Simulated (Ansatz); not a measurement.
# Phonons of Re-W-Re stack of (111) layers, part 2 of 2

The plan: relax Re-W-Re stack of (111) layers, check its phonons, and, if the lattice is stable, compute its Eliashberg function and ρ(T).

Ansatz 0.2.0; DFT PBE, scalar-relativistic, plane waves, PAW.

So far: Starting point; A first look on a coarse mesh; Rough relaxation; Relaxing cell and atoms; Tight relaxation.

### 6. Phonons: q 2×2×1, k 6×6×1

Couplings are defined for a stable lattice alone, so phonons come first.

The input, input.yaml:

```yaml
crystal:
  lattice:
    - [2.7394020419, 0.0, 0.0]
    - [-1.3697010209, 2.3723917595, 0.0]
    - [0.0, 0.0, 32.9945363865]
  atoms:
    - { symbol: Re, position: [0.0, 0.0, 0.1679862305] }
    - { symbol: W, position: [0.3333333333, 0.6666666667, 0.2363614057] }
    - { symbol: Re, position: [0.6666666667, 0.3333333333, 0.3047365809] }
  periodic: [true, true, false]
kpoints:
  mp_grid: { grid: [6, 6, 1] }
hamiltonian:
  xc: pbe
scf:
  occupations: { method: methfessel_paxton, width: 0.2 }
output:
  eigenvalues: true
phonons:
  method: dfpt
  qmesh: [2, 2, 1]
  temperatures: { t_max: 1000, t_step: 50 }
  qpath:
    path:
      - [0.0, 0.0, 0.0]
      - [0.5, 0.0, 0.0]
      - [0.33333333, 0.33333333, 0.0]
      - [0.0, 0.0, 0.0]
    npoints: 10
```

Started as:

```console
$ ansatz run input.yaml --threads 4 --pin off --max-ram 16384MiB --backend cpu --events-out ev --progress --plain --runs-dir out
```

Numbers of over 12 decimals in the logs are rounded to 6 here.

Log:

```text
Warning: crystal.symmetry: narrowed to the stabiliser of the run's FFT grids — unitary ops 12 → 6. A phonons.method: dfpt run fills in the rows of the dynamical matrix that it does not solve by its symmetry operations, which is exact only for operations that map its FFT grids onto themselves: filled in by any other, the frequencies could depend on the order in which like atoms are typed, or, by more than the grids' own error, on where the crystal sits among the grids' points. Excluded: 6 operations. The run can therefore solve more perturbations, solve them on more k-points, or both, and cost more. [rest of the remark cut]
[...]
Crystal: 3 atoms, lattice volume = 214.429 Å³
Basis set: ecut = 420 eV, 4209 PW (Γ), exchange–correlation on 40×40×450 points (8 copies of the dense FFT grid, shifted against one another)
Bands: 27, of which v1, the nominal top of the filled ones, is band 22 counted from 1 (21 counted from 0)
Symmetry: 12 space group operations
k-points: 7 of 36 (irreducible under 6 space group operations, time reversal used)
[...]
SCF iter   1: F=—  HF=-32118.091337 eV  |F-HF|=—  |Δ(HF+E_count)|=         —  Δρ=5.28e-3  dr2=1.01e-1  ethr=1.77e-3  ⟨swp⟩=12.3  Hψ=1342  notcnv=0
[...]
SCF iter  11: F=-32118.082643 eV  HF=-32118.082643 eV  |F-HF|=1.31e-10  |Δ(HF+E_count)|=   1.59e-9  S|Δr|=    0.00e0  Δρ=4.54e-8  dr2=7.33e-12  ethr=1.00e-12  ⟨swp⟩=19.0  Hψ=1878  notcnv=0
SCF 1 converged in 11 iterations: F = -32118.082643 eV  dr2 = 7.33e-12
[...]
phonons: the bands overlap, so this run is a metal and interpolates without the dipole-dipole term. If the crystal is really an insulator or semiconductor, its LO-TO splitting is missing
NSCF: frozen V_eff on 7 k-points
[...]
DFPT response loops at q = (0, 0, 0) (fractional): preconditioner auto → none (partly filled bands, converged f_vac=0.729); β = 0.50; Broyden in place of MSR1
[...]
SCF converged after 11 iterations
Stability not checked: this state was not tested for a lower state beside it, because cold or Methfessel-Paxton smearing, or corrected tetrahedra, fill the levels in a way that the test cannot read (fill_not_monotonic; see scf.lower_state_search)
Free energy (F): -32118.082643 eV
[...]
Internal energy: -32118.091329 eV  (E = F + TS)
E sigma→0 (E₀):  -32118.084814 eV
Entropy (-TS):   0.008687 eV (2.896 meV/atom)
Fermi energy:    -5.226013 eV
[...]
--- Band table (eV; the first three rows and the last of 7) ---
  k-point 0: bands = [... 18 lower, -6.2751, -5.9459, -5.9459, -5.8603, -5.8603, -5.6519, -4.5076, -3.0486, ... 1 higher]
  k-point 1: bands = [... 18 lower, -6.5108, -6.4036, -5.9514, -5.3855, -5.2371, -5.1295, -4.9340, -3.7693, ... 1 higher]
  k-point 2: bands = [... 18 lower, -6.4673, -5.9614, -5.5393, -5.4177, -4.0796, -3.3895, -3.1129, -2.5605, ... 1 higher]
  k-point 6: bands = [... 18 lower, -6.5718, -6.5546, -6.5347, -6.5347, -3.9903, -3.9903, -2.3965, -2.3965, ... 1 higher]
--- Phonons (Γ-DFPT): 6 representative perturbations + reference (Σ response iterations 30) ---
  ASR residual: 1.464e-4 → 0.000e0 eV/Å²; symmetrization residual: 5.369e-5 eV/Å²
  The last average, over the group as it would stand without the narrowing to the FFT grids, took up to 5.087e-6 eV/Å² of the zone centre's force constants
  ASR residual per site (eV/Å²): 8.36e-5 1.46e-4 7.35e-5
  Γ frequencies (cm⁻¹): -61.78 -61.78 0.00 0.00 0.00 39.52 39.52 73.76 211.59
--- Phonons (arbitrary-q DFPT): 2 irreducible q on the 2×2×1 mesh ---
  q = [0.0000, 0.0000, 0.0000] (star 1, of the zone-centre solve; hermiticity 5.30e-6, symmetrization 1.52e-11, taken by the last average 2.51e-7): -61.78 -61.78 -0.00 0.00 0.00 39.52 39.52 73.76 211.59
  q = [0.0000, -0.5000, 0.0000] (star 3, 9 solved perturbations on 13 of 36 k-point pairs; hermiticity 3.39e-6, symmetrization 1.22e-6, taken by the last average 5.81e-7): -32.88 -20.15 45.09 66.25 104.52 134.38 191.35 192.94 249.10
  sum rule: each row above includes the acoustic sum rule's correction from the zone centre's row sums; it moved no ω² by more than (0.47 cm⁻¹)²
  mesh force constants: q→R imaginary residual 2.07e-17; ASR residual 1.464e-4 → 0.000e0 eV/Å²; symmetrization residual 1.421e-14 eV/Å²
  interpolated dispersion: 31 rows × 9 modes
  density of states and harmonic sums: on the 26×26×1 q-mesh, interpolated from the force constants of a 2×2×1 supercell (no non-analytic term)
  largest difference from the sums on the solved wave vectors: F 3.08e-1 eV, S 4.34e-4 and C_V 1.26e-4 eV/K
  zero-point energy: 0.057491 eV/cell   skipped modes (ω ≤ 0): 99, of them read as no rigid motion or as one in doubt: 96 (1.281e0 modes/cell left out, lowest -61.78 cm⁻¹)   left out of the sums: 1.43e-1 of the cell's modes: C_V's classical limit lies that fraction below 3 k_B per atom; for a crystal, a wire or a layer, F and S can be off by more, and a phonons.interpolated_qmesh denser along its periods is the remedy for the sampling
```

Elapsed: 34 s, on 4 threads of Arm Neoverse V2, shared host; peak memory 0.85 GiB; 2.1 min of CPU time.

The column dr2 measures how far the density is from self-consistency, as an energy; F and HF (Harris–Foulkes) agree once it is small.

Numbers from this step:

* share of imaginary modes in the plain interpolation between solved wavevectors: 0.1411
* highest frequency, solved or plainly interpolated: 249.1 cm⁻¹

Solved on the 2×2×1 mesh alone; all other wavevectors are interpolated. Phonon branches along the path, in cm⁻¹:

```csv
point,branch 1,branch 2,branch 3,branch 4,branch 5,branch 6,branch 7,branch 8,branch 9
Γ,-62,-62,0,0,0,40,40,74,212
halfway,-46,-43,-5,69,74,132,139,167,192
M,-33,-20,45,66,104,134,191,193,249
halfway,54,55,76,89,125,147,179,181,236
K,73,73,91,143,143,147,148,202,202
halfway,-49,22,54,76,88,142,145,179,188
Γ,-62,-62,0,0,0,40,40,74,212
```

The phonon branches as a text plot (rows in cm⁻¹):

```
    243 |               ************
    230 |             **            **
    217 |***                          **   *******              *
    204 |   ****    **                  ***       **     *******
    191 |       ****      *********     *  **       *****
    178 |             ****        ******     *********
    165 |         ******            ****   *******    ***
    152 |       **  ****           *    ************
    139 |         **    ********  *     ***         **   **
    126 |     **  **            ********   *******    ***
    113 |       **            **     *       **   **  ***
    100 |   ****        ******      ****   **  ***       ****
     87 |           ****           **   ***  **   ****   **  ***
     74 |*******  **********    ****  ************  *****  **   *
     61 |       **          ****  * ****   **     **  *******
     48 | ******            ********              **************
     35 |***              **    **           **          **     *
     22 | **                   *                    **     *****
      9 | ********                                         *****
     -4 |*        **           *                                *
    -16 | ****      ***********                              ***
    -29 |   **          *******                ***    ***  **
    -42 |     **********                          *********
    -55 |*******                                           ******
         Γ                   M           K                      Γ
```

Among the solved wavevectors the lowest mode, translations apart, is -61.8 cm⁻¹, imaginary.

### 7. Phonons: q 3×3×1, k 9×9×1

An imaginary mode on so few k-points may come from the sampling, so the phonons are repeated with another q and k mesh.

input.yaml, as its differences from that of step 6:

```diff
@@ -11,3 +11,3 @@
 kpoints:
-  mp_grid: { grid: [6, 6, 1] }
+  mp_grid: { grid: [9, 9, 1] }
 hamiltonian:
@@ -20,3 +20,3 @@
   method: dfpt
-  qmesh: [2, 2, 1]
+  qmesh: [3, 3, 1]
   temperatures: { t_max: 1000, t_step: 50 }
```

Log:

```text
[...]
Crystal: 3 atoms, lattice volume = 214.429 Å³
Basis set: ecut = 420 eV, 4209 PW (Γ), exchange–correlation on 40×40×450 points (8 copies of the dense FFT grid, shifted against one another)
Bands: 27, of which v1, the nominal top of the filled ones, is band 22 counted from 1 (21 counted from 0)
Symmetry: 12 space group operations
k-points: 12 of 81 (irreducible under 6 space group operations, time reversal used)
[...]
SCF iter   1: F=—  HF=-32118.209685 eV  |F-HF|=—  |Δ(HF+E_count)|=         —  Δρ=5.03e-3  dr2=2.09e-1  ethr=1.77e-3  ⟨swp⟩=11.7  Hψ=2316  notcnv=0
[...]
SCF iter  11: F=-32118.200391 eV  HF=-32118.200391 eV  |F-HF|=8.37e-11  |Δ(HF+E_count)|=   2.30e-9  S|Δr|=    0.00e0  Δρ=1.39e-8  dr2=7.83e-13  ethr=1.00e-12  ⟨swp⟩=17.4  Hψ=2697  notcnv=0
SCF 1 converged in 11 iterations: F = -32118.200391 eV  dr2 = 7.83e-13
[...]
SCF converged after 11 iterations
[...]
Free energy (F): -32118.200391 eV
[...]
Internal energy: -32118.198019 eV  (E = F + TS)
E sigma→0 (E₀):  -32118.199798 eV
Entropy (-TS):   -0.002372 eV (-0.791 meV/atom)
Fermi energy:    -5.025482 eV
[...]
--- Band table (eV; the first three rows and the last of 12) ---
  k-point 0: bands = [... 18 lower, -6.2843, -5.9797, -5.9797, -5.7954, -5.7954, -5.6658, -4.5108, -3.0346, ... 1 higher]
  k-point 1: bands = [... 18 lower, -6.2125, -6.0787, -6.0255, -5.8551, -5.5283, -5.4317, -4.9974, -3.5317, ... 1 higher]
  k-point 2: bands = [... 18 lower, -6.8411, -6.7114, -5.9636, -5.1261, -4.9752, -4.5368, -4.2297, -3.7722, ... 1 higher]
  k-point 11: bands = [... 18 lower, -6.6023, -6.5837, -6.5685, -6.5685, -3.9493, -3.9493, -2.3734, -2.3734, ... 1 higher]
[...]
ASR residual: 1.251e-4 → 0.000e0 eV/Å²; symmetrization residual: 1.581e-4 eV/Å²
[...]
ASR residual per site (eV/Å²): 9.18e-5 8.58e-5 1.25e-4
  Γ frequencies (cm⁻¹): 0.00 0.00 0.00 31.74 31.74 57.70 57.70 96.22 201.14
--- Phonons (arbitrary-q DFPT): 3 irreducible q on the 3×3×1 mesh ---
[...]
q = [0.3333, 0.3333, 0.0000] (star 2, 6 solved perturbations in 192 linear systems a pass and spin channel, the states on 45 of 81 k-point pairs; hermiticity 5.06e-6, symmetrization 1.50e-6, taken by the last average 6.73e-7): 73.75 92.69 92.69 123.87 123.87 157.81 158.75 197.39 197.39
[...]
interpolated dispersion: 31 rows × 9 modes
[...]
```

Elapsed: 1.9 min, on 4 threads; peak memory 1.1 GiB.

Numbers from this step:

| Item | Value |
| --- | --- |
| share of imaginary modes in the plain interpolation between solved wavevectors | 0.0786 |
| highest frequency, solved or plainly interpolated | 241.1 cm⁻¹ |

Solved on the 3×3×1 mesh alone; all other wavevectors are interpolated. The phonon branches at the labelled points (cm⁻¹):

```csv
point,branch 1,branch 2,branch 3,branch 4,branch 5,branch 6,branch 7,branch 8,branch 9
Γ,0,0,0,32,32,58,58,96,201
halfway,-73,60,69,78,106,133,134,171,188
M,51,70,84,95,116,121,180,181,241
halfway,53,85,103,110,116,142,171,172,230
K,74,93,93,124,124,158,159,197,197
halfway,-75,80,85,86,110,139,142,181,185
Γ,0,0,0,32,32,58,58,96,201
```

The phonon branches as a text plot (rows in cm⁻¹):

```
    235 |               ************
    221 |             **            **       **
    208 |                             ***  **  *****
    195 |*********  **                  ***              ********
    182 |         **    **********    **   **       *****
    169 |         ********        ****       *******
    155 |       **  ****            ****************  ***
    142 |           **  **         *              ****   **
    129 |     **  **      **    ***     ***           ***
    116 |   **  **  *********************  ***********     **
    103 |***  ******           *********   *********  *****  ****
     90 |     **      ************ *******************   ****
     76 |   ***********************     ***         *********
     63 |***************             ***   **         ***********
     50 | **  ****          *********                    **  ***
     37 |*******          **                               ******
     24 | **                                 **              ***
     10 | **
     -3 |*                                                      *
    -16 | **
    -29 |                                                    ***
    -42 |   **          **                                 **
    -55 |     **                               ***       **
    -69 |       ********                          *******
         Γ                   M           K                      Γ
```

Lowest modes at the softest wavevector of the mesh. Modes at q = (-0.333, 0.000, 0.000), with each element's share of the kinetic energy (negative means imaginary):

```csv
mode,frequency (cm⁻¹),Re %,W %
1,-68.7,46,54
2,68.8,41,59
3,78.8,83,17
4,84.6,76,24
5,113.5,91,9
6,150.3,84,16
```

Displacements in mode 1 (-68.7 cm⁻¹), the largest set to 1, in the home cell (x, y, z of the real part, then of the imaginary part):
```
Re1  0.02  0.01  0.49 -0.01 -0.01  0.42
W2  -0.03 -0.01  1.00  0.00  0.00  0.00
Re3  0.02  0.01  0.49  0.01  0.01 -0.42
```

Displacements in mode 3 (78.8 cm⁻¹), the largest set to 1, in the home cell (x, y, z of the real part, then of the imaginary part):
```
Re1 -0.50  0.87  0.00 -0.28  0.49  0.00
W2   0.37 -0.65  0.00  0.00  0.00  0.00
Re3 -0.50  0.87  0.00  0.28 -0.49  0.00
```

The modes has structure finer than the step of the table below, so its rows give means over 10 cm⁻¹, whole bins alone (the curve runs from -85.1 to 258 cm⁻¹). Peaks (cm⁻¹: height): Re -72.2: 0.0168, 87.4: 0.0700, 115.4: 0.107, 147.7: 0.0393, 173.6: 0.0693; W -72.2: 0.0165, 48.6: 0.0197, 70.1: 0.0182, 98.2: 0.0184, 115.4: 0.0179, 173.6: 0.0217, 216.7: 0.0224.

Phonopy on the run's constants, 21x21x1 mesh, Gaussian sigma 2.4 cm⁻¹. Modes against wavenumber; means over each step; values in 1/cm⁻¹/cell:

```csv
wavenumber (cm⁻¹),Re,W
-80,0.00340,0.00332
-70,0.0127,0.0124
-60,0.00672,0.00679
-50,0.00429,0.00434
-40,0.00360,0.00427
-30,0.00181,0.00172
-20,9.6e-4,6.8e-4
-10,0.00135,0.00232
0,4.8e-4,3.0e-4
10,0.00128,0.00158
20,0.00158,0.00188
30,0.00372,0.00555
40,0.00505,0.00904
50,0.00971,0.0148
60,0.0155,0.0112
70,0.0368,0.0156
80,0.0549,0.0112
90,0.0642,0.0143
100,0.0427,0.0162
110,0.0576,0.0140
120,0.0589,0.0103
130,0.0187,0.00438
140,0.0249,0.00709
150,0.0297,0.0119
160,0.0342,0.00580
170,0.0564,0.0164
180,0.0319,0.0109
190,0.00830,0.0143
200,0.00427,0.0129
210,0.00133,0.0140
220,0.00143,0.0184
230,9.9e-4,0.0142
240,5.2e-4,0.00796
250,7.7e-6,1.1e-4
```

No LO-TO term; unit eigenvectors of the mass-weighted matrix. The modes at Γ (shares of kinetic energy by element, %):

```csv
mode,frequency (cm⁻¹),symmetry,Re %,W %
1,0.0,unnamed,67,33
2,0.0,unnamed,67,33
3,0.0,unnamed,67,33
4,31.7,Eu,33,67
5,31.7,Eu,33,67
6,57.7,Eg,100,0
7,57.7,Eg,100,0
8,96.2,A1g,100,0
9,201.1,A2u,33,67
```

Displacements in mode 4 (31.7 cm⁻¹), the largest set to 1:
```
Re1 -0.23 -0.49  0.00
W2   0.46  1.00  0.00
Re3 -0.23 -0.49  0.00
```

Displacements in mode 6 (57.7 cm⁻¹), the largest set to 1:
```
Re1 -1.00 -0.43  0.00
W2   0.00  0.00  0.00
Re3  1.00  0.43  0.00
```

Among the solved wavevectors the lowest mode, translations apart, is -68.7 cm⁻¹, imaginary.

### 8. Summary of results

- phonon run of the rows without a label of their own: PBE, q 3×3×1, k 9×9×1
- softest mode on the q mesh: -68.7 cm⁻¹ at q = (-0.333, 0, 0)
- highest frequency, solved or plainly interpolated: 241 cm⁻¹

What this shows: The lattice is dynamically unstable at this level: a mode at q = (-0.333, 0, 0) is imaginary, 68.7i cm⁻¹, so no harmonic coupling constant or resistivity is defined for this structure. These meshes are coarse, and single modes of a metal can move by tens of cm⁻¹ with the k mesh. Spin–orbit coupling, left out here, matters for Re and W. The structure was built by hand as an ordered model, and its stability against other phases was not tested.

[Logs are printed without paths, hosts, clocks, repeated set-up lines and the standing remarks that a program may print on its own settings, such as how far it seeks lower states.]

[Hosts, paths, dates, database ids (printed as entryN), source tags and the programs' standing remarks are cut or masked in the printed files.]
